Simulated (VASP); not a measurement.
CaS:

```
Ca S
1.0
     0.00000    2.82500    2.82500
     2.82500    0.00000    2.82500
     2.82500    2.82500    0.00000
Ca S
1 1
Direct
  0.00000 0.00000 0.00000
  0.50000 0.50000 0.50000
```

The cell was built by a generator and needn't be a form met in nature.

```yaml
Program: VASP 6.6.1
Task: relaxation of cell and atoms
Functional: PBE
Potentials_or_basis: VASP PAW PBE potentials, release 64 (Ca_sv, S)
Cutoff: 700 eV
k_mesh: 8 × 8 × 8
Occupations: gaussian, width 0.02 eV
Spin: no spin polarisation
```

At the start: pressure 2.2 GPa; volume 22.55 Å³/atom.

How do energy, volume and symmetry change on relaxing?

Over 3 steps the energy falls by 5.5 meV/atom and the volume is 23.37 Å³/atom (+3.7 %); space group Fm-3m (No. 225, to 0.05 Å).

The path:
```tsv
step	energy change (eV)	largest force (eV/Å)	pressure (GPa)	volume (Å³)
1	0.0000	0.0000	2.19	45.09
2	-0.0105	0.0000	-0.46	47.13
3	-0.0110	0.0000	-0.02	46.74
```

Final structure:
```
Ca S
1.0
     0.00000    2.85911    2.85911
     2.85911    0.00000    2.85911
     2.85911    2.85911    0.00000
Ca S
1 1
Direct
  0.00000 0.00000 0.00000
  0.50000 0.50000 0.50000
```
